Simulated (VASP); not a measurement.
# TePt (R-3m) in VASP: a series of runs

Runs on TePt. Level: LDA. Tasks: single point.

Everything below comes from runs of VASP 6.6.1. Logs are shortened: lines on timing, memory, paths and dates and some standing lists are left out, and cuts for length are marked.

**1. The crystal as given**

The structure is trigonal, space group R-3m (No. 166). The conventional cell has a = 3.963 Å, b = 3.963 Å, c = 19.983 Å, α = 90.00°, β = 90.00°, γ = 120.00°. Pt (site symmetry 3m) is surrounded by 3 Te at 2.59 Å and 3 Pt at 2.72 Å. Te (site symmetry 3m) has 3 Pt at 2.59 Å as nearest neighbours.

**2. Single point, LDA**

INCAR reads:

```
SYSTEM = TePt
PREC = Accurate ; ENCUT = 460
EDIFF = 1E-7 ; ISMEAR = 0
SIGMA = 0.2 ; LREAL = .FALSE.
LASPH = .TRUE. ; NELM = 100
ALGO = Normal ; ISIF = 2
LWAVE = .FALSE. ; LCHARG = .FALSE.
GGA = CA ; ADDGRID = .FALSE.
```

KPOINTS reads:

```
regular mesh
0
G
  6 6 6
  0 0 0
```

POSCAR reads:

```
TePt
1.0
    1.9815661262      1.1440577364      6.6610334788
   -1.9815661262      1.1440577364      6.6610334788
    0.0000000000     -2.2881154728      6.6610334788
Pt Te
2 2
Direct
    0.1296666667      0.1296666667      0.1296666667
    0.8703333333      0.8703333333      0.8703333333
    0.4020000000      0.4020000000      0.4020000000
    0.5980000000      0.5980000000      0.5980000000
```

Potentials or basis: VASP PAW LDA potentials, release 64 (Pt, Te).

On the command line:

```sh
$ cat potpaw_LDA.64/Pt/POTCAR potpaw_LDA.64/Te/POTCAR > POTCAR
$ mpirun -np 1 vasp_std > vasp.out
```

OUTCAR:

```text
SYSTEM = TePt
   PREC = Accurate
   ENCUT = 460
   EDIFF = 1E-7
   ISMEAR = 0
   LREAL = .FALSE.
   LASPH = .TRUE.
   NELM = 100
   ISIF = 2
   GGA = CA

 Found     32 irreducible k-points:

 Following reciprocal coordinates:
            Coordinates               Weight
  0.000000  0.000000  0.000000      1.000000
  0.166667  0.000000  0.000000      6.000000
  0.333333 -0.000000  0.000000      6.000000
  0.500000 -0.000000  0.000000      3.000000
  0.166667  0.166667 -0.000000      6.000000
  0.333333  0.166667  0.000000     12.000000
   k-points           NKPTS =     32   k-points in BZ     NKDIM =     32   number of bands    NBANDS=     20
   number of dos      NEDOS =    301   number of ions     NIONS =      4
   total plane-waves  NPLWV = 125000
   dimension x,y,z NGX =    50 NGY =   50 NGZ =   50
   dimension x,y,z NGXF=   100 NGYF=  100 NGZF=  100
   ions per type =               2   2
   NGX,Y,Z   is equivalent  to a cutoff of  11.80, 11.80, 11.80 a.u.
   NGXF,Y,Z  is equivalent  to a cutoff of  23.60, 23.60, 23.60 a.u.
 SYSTEM =  TePt
   PREC   = accura    normal or accurate (medium, high low for compatibility)
   ISTART =      0    job   : 0-new  1-cont  2-samecut
   ICHARG =      2    charge: 1-file 2-atom 10-const
   ISPIN  =      1    spin polarized calculation?
   LNONCOLLINEAR =      F non collinear calculations
   LSORBIT =      F    spin-orbit coupling
   LASPH  =      T    aspherical Exc in radial PAW
   ENCUT  =  460.0 eV  33.81 Ry    5.81 a.u.  12.32 12.32 12.32*2*pi/ulx,y,z
   NELM   =    100;   NELMIN=  2; NELMDL= -5     # of ELM steps
   EDIFF  = 0.1E-06   stopping-criterion for ELM
   LREAL  =      F    real-space projection
   EDIFFG = 0.1E-05   stopping-criterion for IOM
   NSW    =      0    number of steps for IOM
   IBRION =     -1    ionic relax: 0-MD 1-quasi-New 2-CG
   NFREE  =      0    steps in history (QN), initial steepest desc. (CG)
   ISIF   =      2    stress and relaxation
   ISYM   =      2    0-nonsym 1-usesym 2-fastsym
   POTIM  = 0.5000    time-step for ionic-motion
   TEBEG  =    0.0;   TEEND  =   0.0 temperature during run
   PSTRESS=    0.0 pullay stress
   NELECT =      32.0000    total number of electrons
   NUPDOWN=      -1.0000    fix difference up-down
   EMIN   =  10.00;   EMAX   =-10.00  energy-range for DOS
   EFERMI =   0.00;   METHOD = LEGACY
   ISMEAR =     0;   SIGMA  =   0.20  broadening in eV -4-tet -1-fermi 0-gaus
   EFERMI_NEDOS =   21; number of points for ismear=-14 and -15
   IALGO  =     38    algorithm
   IMIX   =      4    mixing-type and parameters
     AMIX     =   0.40;   BMIX     =  1.00
     AMIX_MAG =   1.60;   BMIX_MAG =  1.00
  volume/ion in A,a.u.               =      22.65       152.86
  Fermi-wavevector in a.u.,A,eV,Ry     =   1.157200  2.186791 18.219718  1.339111
  Thomas-Fermi vector in A             =   2.293813
   LORBIT       =      0    0 simple, 1 ext, 2 COOP (PROOUT), +10 PAW based schemes
   GGA     = CA    functional components
   LHFCALC =     F    Hartree Fock is set to
   AEXX    =    0.0000 exact exchange contribution
   IVDW    =     0    specifies the selected vdW correction
   LEPSILON=     F    determine dielectric tensor
   LRPA    =     F    only Hartree local field effects (RPA)
 non-spin polarized calculation
 Gauss-broadening in eV      SIGMA  =   0.20
  energy-cutoff  :      460.00
  volume of cell :       90.60
 maximum number of plane-waves:      2052
 NGX is ok and might be reduce to    50
   NGX = 25   NGY = 25   NGZ = 25

 number of electron      32.0000001 magnetization

 Free energy of the ion-electron system (eV)
  ---------------------------------------------------
  ext. energy  EPLUGINS =         0.00000000
  ---------------------------------------------------
  free energy    TOTEN  =       -24.02657784 eV

  energy without entropy =      -23.98116751  energy(sigma->0) =      -24.00387268

 E-fermi :   8.3000     XC(G=0): -11.1066

 val. band max:        8.2560765887   @ k =   0.5000   0.1667   0.1667
 cond. band min:       8.3078388678   @ k =   0.3333   0.1667   0.0000
 fundamental gap:      0.0517622791
 Fermi energy:         8.2999998211

 k-point     1 :       0.0000    0.0000    0.0000
  band No.  band energies     occupation
      1      -5.0542      2.00000
      2      -3.5173      2.00000
      3       1.5015      2.00000
      4       2.7737      2.00000
      5       2.7737      2.00000
      6       3.4735      2.00000
      7       3.4735      2.00000
      8       3.9253      2.00000
      9       5.2465      2.00000
     10       5.2465      2.00000
     11       6.3263      2.00000
     12       6.3263      2.00000
     13       6.5662      2.00000
     14       8.9829      0.00000
     15       8.9829      0.00000
     16       9.1706      0.00000
     17       9.5385      0.00000
     18      11.1489      0.00000
     19      11.1489      0.00000
     20      12.8605      0.00000

 k-point     2 :       0.1667    0.0000    0.0000
  band No.  band energies     occupation
      1      -4.7766      2.00000
      2      -3.4193      2.00000
      3       1.7672      2.00000
      4       2.8206      2.00000
      5       2.8429      2.00000
      6       3.1920      2.00000
      7       3.8212      2.00000
      8       3.9947      2.00000
      9       4.7733      2.00000
     10       4.8753      2.00000
     11       6.2574      2.00000
     12       6.3207      2.00000
     13       6.6181      2.00000
     14       7.3127      2.00000
     15       8.8328      0.00017
     16       8.9856      0.00000
     17       9.7741      0.00000
     18      10.4731      0.00000
     19      10.9180      0.00000
     20      13.4149      0.00000

 k-point     3 :       0.3333   -0.0000    0.0000
  band No.  band energies     occupation
      1      -4.1112      2.00000
      2      -3.1902      2.00000
      3       1.8582      2.00000
      4       2.1832      2.00000
      5       3.0936      2.00000
      6       3.8233      2.00000
      7       4.1141      2.00000
      8       4.2785      2.00000
      9       4.7061      2.00000
     10       4.7276      2.00000
     11       5.6929      2.00000
     12       5.9852      2.00000
     13       6.2113      2.00000
     14       6.4267      2.00000
     15       6.8509      2.00000
     16       8.1583      1.68370
     17       9.1565      0.00000
     18       9.7132      0.00000
     19      11.3413      0.00000
     20      12.1571      0.00000

 k-point     4 :       0.5000   -0.0000    0.0000
  band No.  band energies     occupation
      1      -3.6447      2.00000
      2      -3.1259      2.00000
      3       1.7039      2.00000
      4       1.9776      2.00000
      5       3.3289      2.00000
      6       3.8221      2.00000
      7       3.9670      2.00000
      8       4.2823      2.00000
      9       5.0794      2.00000
     10       5.3180      2.00000
     11       5.4659      2.00000
     12       5.7527      2.00000
     13       5.7840      2.00000
     14       6.3287      2.00000
     15       6.4375      2.00000
     16       7.2577      2.00000
     17       8.6203      0.02353
     18       9.6445      0.00000
     19      10.2747      0.00000
     20      12.0696      0.00000

 k-point     5 :       0.1667    0.1667   -0.0000
  band No.  band energies     occupation
      1      -4.7502      2.00000
      2      -3.4713      2.00000
      3       1.8799      2.00000
      4       2.8038      2.00000
      5       2.8733      2.00000
      6       3.1751      2.00000
      7       3.7889      2.00000
      8       4.0657      2.00000
      9       4.6983      2.00000
     10       4.8340      2.00000
     11       6.2765      2.00000
     12       6.3223      2.00000
     13       6.6094      2.00000
     14       6.9089      2.00000
     15       9.2032      0.00000
     16       9.4948      0.00000
     17       9.9709      0.00000
     18      10.0505      0.00000
     19      10.7284      0.00000
     20      12.9454      0.00000

 k-point     6 :       0.3333    0.1667    0.0000
  band No.  band energies     occupation
      1      -4.2577      2.00000
      2      -3.3195      2.00000
      3       2.1550      2.00000
      4       2.3338      2.00000
      5       3.1478      2.00000
      6       3.3733      2.00000
      7       3.7603      2.00000
      8       4.2688      2.00000
      9       4.5566      2.00000
     10       5.0162      2.00000
     11       5.8189      2.00000
     12       5.8634      2.00000
     13       6.5055      2.00000
     14       6.6116      2.00000
     15       7.3777      2.00000
     16       8.3078      0.95580
     17       8.6088      0.02900
     18      10.2557      0.00000
     19      11.7897      0.00000
     20      13.4632      0.00000

 [... further k-points ...]

------------------------ aborting loop because EDIFF is reached ----------------------------------------

  FORCE on cell =-STRESS in cart. coord.  units (eV):
  Direction    XX          YY          ZZ          XY          YZ          ZX
  --------------------------------------------------------------------------------------
  -------------------------------------------------------------------------------------
  Total       -1.4798824     -1.4798824     -1.3234907      0.0000000     -0.0000000      0.0000000
  in kB      -26.1690765    -26.1690765    -23.4035699      0.0000000     -0.0000000      0.0000000
  external PRESSURE =     -25.2472410 kB  Pullay stress =       0.0000000 kB

 VOLUME and BASIS-vectors are now :
 -----------------------------------------------------------------------------
  energy-cutoff  :      460.00
  volume of cell :       90.60
      direct lattice vectors                 reciprocal lattice vectors
     1.981566126  1.144057736  6.661033479     0.252325670  0.145680293  0.050042285
    -1.981566126  1.144057736  6.661033479    -0.252325670  0.145680293  0.050042285
     0.000000000 -2.288115473  6.661033479     0.000000000 -0.291360587  0.050042285

 POSITION                                       TOTAL-FORCE (eV/Angst)
 -----------------------------------------------------------------------------------
      0.00000      0.00000      2.59114         0.000000      0.000000      0.210778
      0.00000      0.00000     17.39196         0.000000     -0.000000     -0.210778
      0.00000      0.00000      8.03321         0.000000     -0.000000      0.106557
      0.00000      0.00000     11.94989         0.000000      0.000000     -0.106557
 -----------------------------------------------------------------------------------
    total drift:                                0.000000     -0.000000      0.000000

  FREE ENERGIE OF THE ION-ELECTRON SYSTEM (eV)
  ---------------------------------------------------
  free  energy   TOTEN  =       -24.0265778434 eV

  energy  without entropy=      -23.9811675126  energy(sigma->0) =      -24.00387268
```

Run time: 66 s. Hardware: 1 thread of Intel Xeon 6975P-C (Granite Rapids), shared host; peak memory 0.27 GiB.

These settings aren't checked as converged: the numbers below hold their error.

What came out:

| Item | Value |
| --- | --- |
| Free energy | -24.0266 eV |
| Pressure | -2.5 GPa |
| Largest force | 0.211 eV/Å |
| Band gap on the k mesh | none (metal or under the smearing width) |

**3. Single point, LDA**

Changes to INCAR since step 2:

```diff
@@ -3,3 +3,3 @@
 EDIFF = 1E-7 ; ISMEAR = 0
-SIGMA = 0.2 ; LREAL = .FALSE.
+SIGMA = 0.1 ; LREAL = .FALSE.
 LASPH = .TRUE. ; NELM = 100
```

KPOINTS is that of step 2.

POSCAR is that of step 2.

Potentials or basis: VASP PAW LDA potentials, release 64 (Pt, Te).

On the command line:

```sh
$ cat potpaw_LDA.64/Pt/POTCAR potpaw_LDA.64/Te/POTCAR > POTCAR
$ mpirun -np 1 vasp_std > vasp.out
```

OUTCAR:

```text
SYSTEM = TePt
   PREC = Accurate
   ENCUT = 460
   EDIFF = 1E-7
   ISMEAR = 0
   LREAL = .FALSE.
   LASPH = .TRUE.
   NELM = 100
   ISIF = 2
   GGA = CA

 Found     32 irreducible k-points:

 Following reciprocal coordinates:
            Coordinates               Weight
  0.000000  0.000000  0.000000      1.000000
  0.166667  0.000000  0.000000      6.000000
  0.333333 -0.000000  0.000000      6.000000
  0.500000 -0.000000  0.000000      3.000000
  0.166667  0.166667 -0.000000      6.000000
  0.333333  0.166667  0.000000     12.000000
   k-points           NKPTS =     32   k-points in BZ     NKDIM =     32   number of bands    NBANDS=     20
   number of dos      NEDOS =    301   number of ions     NIONS =      4
   total plane-waves  NPLWV = 125000
   dimension x,y,z NGX =    50 NGY =   50 NGZ =   50
   dimension x,y,z NGXF=   100 NGYF=  100 NGZF=  100
   ions per type =               2   2
   NGX,Y,Z   is equivalent  to a cutoff of  11.80, 11.80, 11.80 a.u.
   NGXF,Y,Z  is equivalent  to a cutoff of  23.60, 23.60, 23.60 a.u.
 SYSTEM =  TePt
   PREC   = accura    normal or accurate (medium, high low for compatibility)
   ISTART =      0    job   : 0-new  1-cont  2-samecut
   ICHARG =      2    charge: 1-file 2-atom 10-const
   ISPIN  =      1    spin polarized calculation?
   LNONCOLLINEAR =      F non collinear calculations
[... 58 lines left out ...]
 fundamental gap:      0.0520844740
 Fermi energy:         8.3054558849

 k-point     1 :       0.0000    0.0000    0.0000
  band No.  band energies     occupation
      1      -5.0544      2.00000
      2      -3.5173      2.00000
      3       1.5009      2.00000
      4       2.7744      2.00000
      5       2.7744      2.00000
      6       3.4744      2.00000
[... 127 lines left out ...]
     19      11.7899      0.00000
     20      13.4632      0.00000

 [... further k-points ...]

------------------------ aborting loop because EDIFF is reached ----------------------------------------

  FORCE on cell =-STRESS in cart. coord.  units (eV):
  Direction    XX          YY          ZZ          XY          YZ          ZX
  --------------------------------------------------------------------------------------
  -------------------------------------------------------------------------------------
  Total       -1.4815379     -1.4815379     -1.3486114      0.0000000     -0.0000000      0.0000000
  in kB      -26.1983526    -26.1983526    -23.8477849      0.0000000     -0.0000000      0.0000000
  external PRESSURE =     -25.4148300 kB  Pullay stress =       0.0000000 kB

 VOLUME and BASIS-vectors are now :
 -----------------------------------------------------------------------------
  energy-cutoff  :      460.00
  volume of cell :       90.60
      direct lattice vectors                 reciprocal lattice vectors
     1.981566126  1.144057736  6.661033479     0.252325670  0.145680293  0.050042285
    -1.981566126  1.144057736  6.661033479    -0.252325670  0.145680293  0.050042285
     0.000000000 -2.288115473  6.661033479     0.000000000 -0.291360587  0.050042285

 POSITION                                       TOTAL-FORCE (eV/Angst)
 -----------------------------------------------------------------------------------
      0.00000      0.00000      2.59114         0.000000      0.000000      0.226676
      0.00000      0.00000     17.39196         0.000000      0.000000     -0.226676
      0.00000      0.00000      8.03321         0.000000     -0.000000      0.116816
      0.00000      0.00000     11.94989         0.000000     -0.000000     -0.116816
 -----------------------------------------------------------------------------------
    total drift:                                0.000000     -0.000000      0.000000

  FREE ENERGIE OF THE ION-ELECTRON SYSTEM (eV)
  ---------------------------------------------------
  free  energy   TOTEN  =       -24.0071904237 eV

  energy  without entropy=      -23.9917187013  energy(sigma->0) =      -23.99945456
```

It took 73 s on 1 thread of Intel Xeon 6975P-C (Granite Rapids), shared host; peak memory 0.27 GiB.

These settings aren't checked as converged: the numbers below hold their error.

Results:

| Item | Value |
| --- | --- |
| Free energy | -24.0072 eV |
| Pressure | -2.5 GPa |
| Largest force | 0.227 eV/Å |
| Band gap on the k mesh | none (metal or under the smearing width) |

**4. Single point, LDA**

Changes to INCAR since step 3:

```diff
@@ -3,3 +3,3 @@
 EDIFF = 1E-7 ; ISMEAR = 0
-SIGMA = 0.1 ; LREAL = .FALSE.
+SIGMA = 0.01 ; LREAL = .FALSE.
 LASPH = .TRUE. ; NELM = 100
```

KPOINTS is that of step 3.

POSCAR is that of step 3.

On the command line:

```sh
$ cat potpaw_LDA.64/Pt/POTCAR potpaw_LDA.64/Te/POTCAR > POTCAR
$ mpirun -np 1 vasp_std > vasp.out
```

It took 78 s on 1 thread of Intel Xeon 6975P-C (Granite Rapids), shared host; peak memory 0.28 GiB.

These settings aren't checked as converged: the numbers below hold their error.

Results:

* Free energy: -23.9991 eV
* Pressure: -2.6 GPa
* Largest force: 0.225 eV/Å
* Band gap on the k mesh: none (metal or under the smearing width)
